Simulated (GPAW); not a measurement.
# ZnS (F-43m) in GPAW: further runs

The runs below take ZnS through single point, with PBE.

Program: GPAW 26.7.0. These are calculated values, not measurements. Logs are shortened: lines on timing, memory, paths and dates and some standing lists are left out, and cuts for length are marked. The log counts tension as positive stress, the text compression.

**The experiment to reproduce.**

“Electronic, vibrational, and thermodynamic properties of ZnS (zincblende and rocksalt structure)”, 2009, arxiv:0911.5022 quotes, for a bulk crystal of ZnS at 19 K: band gap 3.85 eV (direct).

The runs below are set against these values where they give the same quantity.

## 1. Starting point

The structure is cubic, space group F-43m (No. 216). The conventional cell has a = 5.404 Å, b = 5.404 Å, c = 5.404 Å, α = 90.00°, β = 90.00°, γ = 90.00°. Zn (site symmetry -43m) has 4 S at 2.34 Å as nearest neighbours. S (site symmetry -43m) is surrounded by 4 Zn at 2.34 Å.

## 2. Single point, PBE

Contents of run.py:

```python
from ase.io import read
from gpaw import PW
from gpaw.dft import DFT

atoms = read('ZnS.xyz')

dft = DFT(atoms,
          mode=PW(600),
          xc='PBE',
          kpts={'size': (9, 9, 9), 'gamma': True},
          occupations={'name': 'fermi-dirac', 'width': 0.05},
          nbands=18,
          convergence={'density': 1e-05, 'energy': 1e-05},
          maxiter=150,
          txt='gpaw.txt')
print(f'Energy: {dft.calculate_energy():.6f} eV')
print('Forces (eV/A):')
print(dft.calculate_forces().round(4))
print('Stress (eV/A^3):', dft.calculate_stress().round(6))
dft.write_gpw_file('gs.gpw')
```

Contents of ZnS.xyz:

```xyz
2
Lattice="0.0000000000 2.7020000000 2.7020000000 2.7020000000 0.0000000000 2.7020000000 2.7020000000 2.7020000000 0.0000000000" Properties=species:S:1:pos:R:3 pbc="T T T"
Zn     4.0530000000      4.0530000000      4.0530000000
S      0.0000000000      0.0000000000      0.0000000000
```

Potentials or basis: GPAW PAW data sets (gpaw-data 1.2.1), pw.

Started as:

```sh
> OMP_NUM_THREADS=1 python run.py
```

gpaw.txt:

```text
Diagonalizing LCAO Hamiltonian
Converting LCAO to pw mode

                    Zn

       S

Atoms  # Å, Bohr magnetons
|   | symbol |        x |        y |        z |    initial magnetic moments |
|---|--------|----------|----------|----------|-----------------------------|
| 0 |     Zn | 4.053000 | 4.053000 | 4.053000 | ( 0.0000,  0.0000,  0.0000) |
| 1 |      S | 0.000000 | 0.000000 | 0.000000 | ( 0.0000,  0.0000,  0.0000) |

Unit cell  # Å
| periodic |        x |        y |        z |  lengths |    angles |
|----------|----------|----------|----------|----------|-----------|
|      yes | 0.000000 | 2.702000 | 2.702000 | 3.821205 | 60.000000 |
|      yes | 2.702000 | 0.000000 | 2.702000 | 3.821205 | 60.000000 |
|      yes | 2.702000 | 2.702000 | 0.000000 | 3.821205 | 60.000000 |

Number of symmetries: 24
Symmetry operations  # r_c * U_cc + t_c -> r_c
|    | kind |            matrix            |
|----|------|------------------------------|
|  0 |  E   |  1, 0, 0,  0, 1, 0,  0, 0, 1 |
|  1 |  σ   |  1, 0, 0,  0, 0, 1,  0, 1, 0 |
|  2 |  σ   |  1, 0,-1,  0, 1,-1,  0, 0,-1 |
|  3 |  C3  |  1, 0,-1,  0, 0,-1,  0, 1,-1 |
|  4 |  C3  |  1,-1, 0,  0,-1, 1,  0,-1, 0 |
|  5 |  σ   |  1,-1, 0,  0,-1, 0,  0,-1, 1 |
|  6 |  σ   |  0, 1, 0,  1, 0, 0,  0, 0, 1 |
|  7 |  C3  |  0, 1, 0,  0, 0, 1,  1, 0, 0 |
|  8 |  C2  |  0, 1,-1,  1, 0,-1,  0, 0,-1 |
|  9 |  S4  |  0, 1,-1,  0, 0,-1,  1, 0,-1 |
| 10 |  C3  |  0, 0, 1,  1, 0, 0,  0, 1, 0 |
| 11 |  σ   |  0, 0, 1,  0, 1, 0,  1, 0, 0 |
| 12 |  S4  |  0, 0,-1,  1, 0,-1,  0, 1,-1 |
| 13 |  C3  |  0, 0,-1,  0, 1,-1,  1, 0,-1 |
| 14 |  S4  |  0,-1, 1,  1,-1, 0,  0,-1, 0 |
| 15 |  C2  |  0,-1, 1,  0,-1, 0,  1,-1, 0 |
| 16 |  C3  |  0,-1, 0,  1,-1, 0,  0,-1, 1 |
| 17 |  S4  |  0,-1, 0,  0,-1, 1,  1,-1, 0 |
| 18 |  S4  | -1, 1, 0, -1, 0, 1, -1, 0, 0 |
| 19 |  C3  | -1, 1, 0, -1, 0, 0, -1, 0, 1 |
| 20 |  C3  | -1, 0, 1, -1, 1, 0, -1, 0, 0 |
| 21 |  S4  | -1, 0, 1, -1, 0, 0, -1, 1, 0 |
| 22 |  σ   | -1, 0, 0, -1, 1, 0, -1, 0, 1 |
| 23 |  C2  | -1, 0, 0, -1, 0, 1, -1, 1, 0 |

BZ-sampling:
  Number of BZ points: 729
  Number of IBZ points: 35

  Monkhorst-Pack size: [9, 9, 9]
  Monkhorst-Pack shift: [0, 0, 0]

K-points  # in reciprocal-cell coordinates
|     |                                coordinates |     weight |
|-----|--------------------------------------------|------------|
|   0 | (  0.00000000,   0.00000000,   0.00000000) | 0.00137174 |
|   1 | (  0.11111111,   0.11111111,   0.00000000) | 0.00823045 |
|   2 | (  0.11111111,   0.11111111,   0.11111111) | 0.01097394 |
|   3 | (  0.22222222,   0.11111111,   0.11111111) | 0.01646091 |
|   4 | (  0.22222222,   0.22222222,   0.00000000) | 0.00823045 |
|   5 | (  0.22222222,   0.22222222,   0.11111111) | 0.03292181 |
|   6 | (  0.22222222,   0.22222222,   0.22222222) | 0.01097394 |
|   7 | (  0.33333333,   0.22222222,   0.11111111) | 0.03292181 |
|   8 | (  0.33333333,   0.22222222,   0.22222222) | 0.03292181 |
|   9 | (  0.33333333,   0.33333333,  -0.33333333) | 0.01646091 |
| ... |                                            |            |
|  34 | (  0.44444444,   0.44444444,   0.44444444) | 0.01097394 |

Plane wave coefficients: 1363
Cutoff: 600.0 eV

Spin-components: 1 (collinear spins)
Bands:           18
Projectors:      11
Spin-degeneracy: 2
Datatype:        complex128

Density:
  Valence electrons: 18.0
  Components: 1
  Grid points: [24 24 24]
  Charge: 0.0  # |e|

Potential:
  Grid points: [24 24 24]

species:
  Zn:
    name:    Zinc
    Z:       30.0
    valence: 12
    core:    18
    charge:  0.0  # [|e|]
    compensation charges:
      type: gauss
      rc: 0.37  # [Å]
      lmax: 2
    cutoffs:
      filter: 2.14  # [Å]
      core: 2.28  # [Å]
    projectors
    | kind |    occ | energy [eV] | rcut [Å] |
    |------|--------|-------------|----------|
    |   4s |  2.000 |      -5.977 |    1.286 |
    |   4p |  0.000 |      -1.117 |    1.270 |
    |   3d | 10.000 |     -10.142 |    1.180 |
    |    s |        |      21.234 |    1.286 |
    |    p |        |      26.095 |    1.270 |
    |    d |        |      17.070 |    1.180 |

    Using partial waves for Zn as LCAO basis

  S:
    name:    Sulfur
    Z:       16.0
    valence: 6
    core:    10
    charge:  0.0  # [|e|]
    compensation charges:
      type: gauss
      rc: 0.24  # [Å]
      lmax: 2
    cutoffs:
      filter: 1.77  # [Å]
      core: 1.66  # [Å]
    projectors
    | kind |    occ | energy [eV] | rcut [Å] |
    |------|--------|-------------|----------|
    |   3s |  2.000 |     -17.254 |    0.974 |
    |   3p |  4.000 |      -7.008 |    0.979 |
    |    s |        |       9.957 |    0.974 |
    |    p |        |      20.203 |    0.979 |
    |    d |        |       0.000 |    0.900 |

    Using partial waves for S as LCAO basis

Reference energy: -59718.946550  # eV

eigensolver:
  PPCG
  Converge bands: occupied
  niter=2

density mixing:
  MSR1-Mixer
  Pratt-step length: 0.05
  Maximum mixing coefficient: 0.75
  Old densities: 10
  SVD Regularization: 0.005
  Good broyden scale: 1.0
  Trust region scale: 1.0
  Backstep threshold: 4.0
  History deletion threshold: 6.0
  Fourier metric: weight=20.0, sigma=0.015

occupation numbers:
  Fermi-Dirac:
    width: 0.0500  # eV

poisson solver:
  ecut: 4800.0  # eV

xc functional:
  name: PBE with 2 nearest neighbor stencil

convergence criteria:
- Maximum integral of absolute [dens]ity change: 1e-05 electrons / valence electron
- Maximum [total energy] change in last 3 cyles: 1e-05 eV / valence electron
- Maximum integral of absolute [eigenst]ate change: 4e-08 eV^2 / valence electron
maximum number of iterations: 150

SCF iterations
|iter     | |      energy | eigst |  dens |
|---------|-|-------------|-------|-------|
|iter:   1| |   -7.291913 | -0.09 |       |
|iter:   2| |   -7.205643 | -1.80 | -1.18 |
|iter:   3| |   -6.921237 | -1.50 | -1.23 |
|iter:   4| |   -6.921903 | -2.66 | -1.79 |
|iter:   5| |   -6.923390 | -3.64 | -2.23 |
|iter:   6| |   -6.923337 | -4.30 | -3.00 |
|iter:   7| |   -6.923362c| -5.20 | -3.52 |
|iter:   8| |   -6.923369c| -5.86 | -3.87 |
|iter:   9| |   -6.923369c| -8.04c| -4.90 |
|iter:  10| |   -6.923369c| -7.59c| -5.36c|
SCF steps: 10
Energy contributions relative to reference atoms: (reference = -59718.946550)

Energy contributions:
  Kinetic:          10.974489
  Coulomb:          -9.307937
  Zero:              0.056342
  External:          0.000000
  Xc:               -8.646264
  Entropy:          -0.000000
  Spinorbit:         0.000000
  ----------------------------
  Free energy:      -6.923369
  Extrapolated:     -6.923369

Forces  # eV/Ang
|       x |        y |        z |
|---------|----------|----------|
| 0.00000 | -0.00000 |  0.00000 |  # Zn   0
| 0.00000 |  0.00000 | -0.00000 |  # S    1

Stress tensor  # eV/Ang^3
|         x |         y |         z |
|-----------|-----------|-----------|
| -0.010136 |  0.000000 | -0.000000 |
|  0.000000 | -0.010136 |  0.000000 |
| -0.000000 |  0.000000 | -0.010136 |

Writing to gs.gpw (mode='')

  __  _  _
 | _ |_)|_||  |
 |__||  | ||/\| - 26.7.0

Input parameters:
  mode=PW(ecut=600.0),
  convergence={'density': 1e-05, 'energy': 1e-05},
  kpts=MonkhorstPack(size=(9, 9, 9), gamma=True),
  maxiter=150,
  nbands=18,
  occupations=Occupations(name='fermi-dirac', width=0.05),
  xc=XC(name='PBE')
# Writing to gs.gpw (mode='')
```

Wall time 22 s (1 thread of Arm Neoverse V1, shared host); peak memory 0.16 GiB.

Results:

| Quantity | Value |
| --- | --- |
| Free energy | -6.9234 eV |
| Pressure | 1.6 GPa |
| Band gap on the k mesh | 2.10 eV, direct |

## 3. Single point, PBE

Contents of run.py:

```python
from ase.dft.bandgap import bandgap
from ase.io import write
from ase.spacegroup import crystal
from ase.units import GPa
from gpaw import GPAW, PW

# Zn 4c
# S 4a
atoms = crystal(['Zn', 'S'],
                basis=[[0.25, 0.25, 0.25],
                       [0.0, 0.0, 0.0]],
                spacegroup=216, setting=1,  # F-43m
                cellpar=[5.404, 5.404, 5.404, 90.0, 90.0, 90.0],
                primitive_cell=True)

calc = GPAW(mode=PW(400),
            xc='PBE',
            kpts={'size': (7, 7, 7), 'gamma': True},
            occupations={'name': 'fermi-dirac', 'width': 0.01},
            nbands=18,
            convergence={'density': 1e-05, 'energy': 1e-05},
            maxiter=150,
            txt='gpaw.txt')
atoms.calc = calc
energy = atoms.get_potential_energy()
forces = atoms.get_forces()
stress = atoms.get_stress()
calc.write('gs.gpw')
write('result.traj', atoms)
print(f'Energy: {energy:.6f} eV')
print('Forces (eV/A):')
print(forces.round(4))
print('Stress (GPa):', (stress / GPa).round(3))
print('Fermi level:', round(calc.get_fermi_level(), 4), 'eV')
print(f'Gap: {bandgap(calc)[0]:.4f} eV, direct: {bandgap(calc, direct=True)[0]:.4f} eV')
```

Potentials or basis: GPAW PAW data sets (gpaw-data 1.2.1), pw.

Started as:

```sh
> OMP_NUM_THREADS=1 python run.py
```

gpaw.txt:

```text
__  _  _
 | _ |_)|_||  |
 |__||  | ||/\| - 26.7.0

Input parameters:
  mode=PW(ecut=400.0),
  convergence={'density': 1e-05, 'energy': 1e-05},
  kpts=MonkhorstPack(size=(7, 7, 7), gamma=True),
  maxiter=150,
  nbands=18,
  occupations=Occupations(name='fermi-dirac', width=0.01),
  xc=XC(name='PBE')

Diagonalizing LCAO Hamiltonian
Converting LCAO to pw mode

           Zn

       S

Atoms  # Å, Bohr magnetons
|   | symbol |        x |        y |        z |    initial magnetic moments |
|---|--------|----------|----------|----------|-----------------------------|
| 0 |     Zn | 1.351000 | 1.351000 | 1.351000 | ( 0.0000,  0.0000,  0.0000) |
| 1 |      S | 0.000000 | 0.000000 | 0.000000 | ( 0.0000,  0.0000,  0.0000) |

Unit cell  # Å
| periodic |        x |        y |        z |  lengths |    angles |
|----------|----------|----------|----------|----------|-----------|
|      yes | 0.000000 | 2.702000 | 2.702000 | 3.821205 | 60.000000 |
|      yes | 2.702000 | 0.000000 | 2.702000 | 3.821205 | 60.000000 |
|      yes | 2.702000 | 2.702000 | 0.000000 | 3.821205 | 60.000000 |

Number of symmetries: 24
Symmetry operations  # r_c * U_cc + t_c -> r_c
|    | kind |            matrix            |
|----|------|------------------------------|
|  0 |  E   |  1, 0, 0,  0, 1, 0,  0, 0, 1 |
|  1 |  σ   |  1, 0, 0,  0, 0, 1,  0, 1, 0 |
|  2 |  σ   |  1, 0,-1,  0, 1,-1,  0, 0,-1 |
|  3 |  C3  |  1, 0,-1,  0, 0,-1,  0, 1,-1 |
|  4 |  C3  |  1,-1, 0,  0,-1, 1,  0,-1, 0 |
|  5 |  σ   |  1,-1, 0,  0,-1, 0,  0,-1, 1 |
|  6 |  σ   |  0, 1, 0,  1, 0, 0,  0, 0, 1 |
|  7 |  C3  |  0, 1, 0,  0, 0, 1,  1, 0, 0 |
|  8 |  C2  |  0, 1,-1,  1, 0,-1,  0, 0,-1 |
|  9 |  S4  |  0, 1,-1,  0, 0,-1,  1, 0,-1 |
| 10 |  C3  |  0, 0, 1,  1, 0, 0,  0, 1, 0 |
| 11 |  σ   |  0, 0, 1,  0, 1, 0,  1, 0, 0 |
| 12 |  S4  |  0, 0,-1,  1, 0,-1,  0, 1,-1 |
| 13 |  C3  |  0, 0,-1,  0, 1,-1,  1, 0,-1 |
| 14 |  S4  |  0,-1, 1,  1,-1, 0,  0,-1, 0 |
| 15 |  C2  |  0,-1, 1,  0,-1, 0,  1,-1, 0 |
| 16 |  C3  |  0,-1, 0,  1,-1, 0,  0,-1, 1 |
| 17 |  S4  |  0,-1, 0,  0,-1, 1,  1,-1, 0 |
| 18 |  S4  | -1, 1, 0, -1, 0, 1, -1, 0, 0 |
| 19 |  C3  | -1, 1, 0, -1, 0, 0, -1, 0, 1 |
| 20 |  C3  | -1, 0, 1, -1, 1, 0, -1, 0, 0 |
| 21 |  S4  | -1, 0, 1, -1, 0, 0, -1, 1, 0 |
| 22 |  σ   | -1, 0, 0, -1, 1, 0, -1, 0, 1 |
| 23 |  C2  | -1, 0, 0, -1, 0, 1, -1, 1, 0 |

BZ-sampling:
  Number of BZ points: 343
  Number of IBZ points: 20

  Monkhorst-Pack size: [7, 7, 7]
  Monkhorst-Pack shift: [0, 0, 0]

K-points  # in reciprocal-cell coordinates
|     |                                coordinates |     weight |
|-----|--------------------------------------------|------------|
|   0 | (  0.00000000,   0.00000000,   0.00000000) | 0.00291545 |
|   1 | (  0.14285714,   0.14285714,   0.00000000) | 0.01749271 |
|   2 | (  0.14285714,   0.14285714,   0.14285714) | 0.02332362 |
|   3 | (  0.28571429,   0.14285714,   0.14285714) | 0.03498542 |
|   4 | (  0.28571429,   0.28571429,   0.00000000) | 0.01749271 |
|   5 | (  0.28571429,   0.28571429,   0.14285714) | 0.06997085 |
|   6 | (  0.28571429,   0.28571429,   0.28571429) | 0.02332362 |
|   7 | (  0.42857143,  -0.28571429,  -0.28571429) | 0.03498542 |
|   8 | (  0.42857143,   0.28571429,  -0.42857143) | 0.13994169 |
|   9 | (  0.42857143,   0.28571429,  -0.28571429) | 0.06997085 |
| ... |                                            |            |
|  19 | (  0.42857143,   0.42857143,   0.42857143) | 0.02332362 |

Plane wave coefficients: 726
Cutoff: 400.0 eV

Spin-components: 1 (collinear spins)
Bands:           18
Projectors:      11
Spin-degeneracy: 2
Datatype:        complex128

Density:
  Valence electrons: 18.0
  Components: 1
  Grid points: [18 18 18]
  Charge: 0.0  # |e|

Potential:
  Grid points: [18 18 18]

species:
  Zn:
    name:    Zinc
    Z:       30.0
    valence: 12
    core:    18
    charge:  0.0  # [|e|]
    compensation charges:
      type: gauss
      rc: 0.37  # [Å]
      lmax: 2
    cutoffs:
      filter: 2.14  # [Å]
      core: 2.28  # [Å]
    projectors
    | kind |    occ | energy [eV] | rcut [Å] |
    |------|--------|-------------|----------|
    |   4s |  2.000 |      -5.977 |    1.286 |
    |   4p |  0.000 |      -1.117 |    1.270 |
    |   3d | 10.000 |     -10.142 |    1.180 |
    |    s |        |      21.234 |    1.286 |
    |    p |        |      26.095 |    1.270 |
    |    d |        |      17.070 |    1.180 |

    Using partial waves for Zn as LCAO basis

  S:
    name:    Sulfur
    Z:       16.0
    valence: 6
    core:    10
    charge:  0.0  # [|e|]
    compensation charges:
      type: gauss
      rc: 0.24  # [Å]
      lmax: 2
    cutoffs:
      filter: 1.77  # [Å]
      core: 1.66  # [Å]
    projectors
    | kind |    occ | energy [eV] | rcut [Å] |
    |------|--------|-------------|----------|
    |   3s |  2.000 |     -17.254 |    0.974 |
    |   3p |  4.000 |      -7.008 |    0.979 |
    |    s |        |       9.957 |    0.974 |
    |    p |        |      20.203 |    0.979 |
    |    d |        |       0.000 |    0.900 |

    Using partial waves for S as LCAO basis

Reference energy: -59718.946550  # eV

eigensolver:
  PPCG
  Converge bands: occupied
  niter=2

density mixing:
  MSR1-Mixer
  Pratt-step length: 0.05
  Maximum mixing coefficient: 0.75
  Old densities: 10
  SVD Regularization: 0.005
  Good broyden scale: 1.0
  Trust region scale: 1.0
  Backstep threshold: 4.0
  History deletion threshold: 6.0
  Fourier metric: weight=20.0, sigma=0.015

occupation numbers:
  Fermi-Dirac:
    width: 0.0100  # eV

poisson solver:
  ecut: 3200.0  # eV

xc functional:
  name: PBE with 2 nearest neighbor stencil

convergence criteria:
- Maximum integral of absolute [dens]ity change: 1e-05 electrons / valence electron
- Maximum [total energy] change in last 3 cyles: 1e-05 eV / valence electron
- Maximum integral of absolute [eigenst]ate change: 4e-08 eV^2 / valence electron
maximum number of iterations: 150

SCF iterations
|iter     | |      energy | eigst |  dens |
|---------|-|-------------|-------|-------|
|iter:   1| |   -7.242376 | -0.19 |       |
|iter:   2| |   -7.155705 | -1.88 | -1.18 |
|iter:   3| |   -6.869932 | -1.54 | -1.23 |
|iter:   4| |   -6.869583 | -2.79 | -1.79 |
|iter:   5| |   -6.870836 | -3.92 | -2.23 |
|iter:   6| |   -6.870772 | -4.44 | -2.99 |
|iter:   7| |   -6.870792c| -5.40 | -3.51 |
|iter:   8| |   -6.870797c| -6.03 | -3.87 |
|iter:   9| |   -6.870797c| -8.45c| -4.92 |
|iter:  10| |   -6.870797c| -7.77c| -5.39c|

Converged in 10 steps
Energy contributions relative to reference atoms: (reference = -59718.946550)

Energy contributions:
  Kinetic:          11.549260
  Coulomb:          -9.753730
  Zero:              0.011802
  External:          0.000000
  Xc:               -8.678131
  Entropy:          -0.000000
  Spinorbit:         0.000000
  ----------------------------
  Free energy:      -6.870797
  Extrapolated:     -6.870797

dipole moment: (-20.040292, -20.040292, -20.040292)  # |e|*Ang

Fermi level: 4.495
Eigenvalues  # (at kpt = [0.000, 0.000, 0.000])
| band index |      eig [eV] | occ [0-2] |
|------------|---------------|-----------|
|          0 |        -9.383 |     2.000 |
|          1 |        -2.555 |     2.000 |
|          2 |        -2.555 |     2.000 |
|          3 |        -2.555 |     2.000 |
|          4 |        -2.060 |     2.000 |
|          5 |        -2.060 |     2.000 |
[... 10 lines left out ...]
|         16 |        18.296 |     0.000 |
|         17 |        18.296 |     0.000 |

Gap: 2.104 eV
Transition (v -> c):
  (s=0, k=0, n=8, [0.00, 0.00, 0.00]) -> (s=0, k=0, n=9, [0.00, 0.00, 0.00])
No difference between direct/indirect transitions

Forces  # eV/Ang
|       x |       y |        z |
|---------|---------|----------|
| 0.00000 | 0.00000 | -0.00000 |  # Zn   0
| 0.00000 | 0.00000 |  0.00000 |  # S    1

Stress tensor  # eV/Ang^3
|         x |         y |         z |
|-----------|-----------|-----------|
| -0.003939 |  0.000000 |  0.000000 |
|  0.000000 | -0.003939 |  0.000000 |
|  0.000000 |  0.000000 | -0.003939 |

# Writing to gs.gpw (mode='')
```

Run time: 7.6 s. Hardware: 1 thread of Arm Neoverse V1, shared host; peak memory 0.13 GiB.

The run converged, but some of its settings lie outside the range that counts as converged, so its numbers aren't taken as properties of the crystal.

Results:

```
Free energy            : -6.8708 eV
Pressure               : 0.6 GPa
Band gap on the k mesh : 2.10 eV, direct
```

Caveat: the cutoff is short for stress and forces, so pressures can be off by a GPa or more.

## 4. Single point, PBE

run.py, as its differences from that of step 3:

```diff
@@ -1,4 +1,4 @@
+from ase import Atoms
 from ase.dft.bandgap import bandgap
 from ase.io import write
-from ase.spacegroup import crystal
 from ase.units import GPa
@@ -6,12 +6,11 @@
 
-# Zn 4c
-# S 4a
-atoms = crystal(['Zn', 'S'],
-                basis=[[0.25, 0.25, 0.25],
-                       [0.0, 0.0, 0.0]],
-                spacegroup=216, setting=1,  # F-43m
-                cellpar=[5.404, 5.404, 5.404, 90.0, 90.0, 90.0],
-                primitive_cell=True)
+atoms = Atoms(['Zn', 'S'],
+              cell=[[0.0, 2.702, 2.702],
+                    [2.702, 0.0, 2.702],
+                    [2.702, 2.702, 0.0]],
+              scaled_positions=[[0.75, 0.75, 0.75],
+                                [0.0, 0.0, 0.0]],
+              pbc=True)
 
-calc = GPAW(mode=PW(400),
+calc = GPAW(mode=PW(500),
             xc='PBE',
```

Started as:

```sh
> OMP_NUM_THREADS=1 python run.py
```

It took 7.6 s on 1 thread of Arm Neoverse V1, shared host; peak memory 0.14 GiB.

The run converged. Its results:

```yaml
Free_energy: -6.9152 eV
Pressure: 1.5 GPa
Band_gap_on_the_k_mesh: 2.11 eV, direct
```

Levels at points of the mesh, in eV from the valence-band top:
```csv
k point,band 5,band 6,band 7,band 8,band 9,band 10,band 11,band 12,band 13,band 14
"(0.00, 0.00, 0.00)",-5.82,-5.82,0.00,0.00,0.00,2.11,6.37,6.37,6.37,11.62
```

Caveat: the cutoff is short for stress and forces, so pressures can be off by a GPa or more.

## 5. The reference run

An earlier run on the cell as given: functional PBE; potentials or basis GPAW PAW data sets (gpaw-data 1.2.1); cutoff 600 eV; basis pw; k mesh 9 × 9 × 9; occupations fermi-dirac, width 0.05 eV; no spin polarisation.

- Pressure: 1.6 GPa
- Band gap on the k mesh: 2.10 eV, direct

## 6. How close it comes

Step 2. A measured gap of ZnS is 3.85 eV (direct; 19 K; quoted in “Electronic, vibrational, and thermodynamic properties of ZnS (zincblende and rocksalt structure)”, 2009, arxiv:0911.5022); the calculated 2.10 eV misses it by -1.75 eV. The value is that of PBE, without temperature or zero-point motion. Semilocal functionals fall short of measured gaps as a rule.

Step 4. Against the measured gap of ZnS, 3.85 eV (direct; 19 K; quoted in “Electronic, vibrational, and thermodynamic properties of ZnS (zincblende and rocksalt structure)”, 2009, arxiv:0911.5022), the calculated 2.11 eV is off by -1.74 eV. The value is that of PBE, without temperature or zero-point motion. Semilocal functionals fall short of measured gaps as a rule.
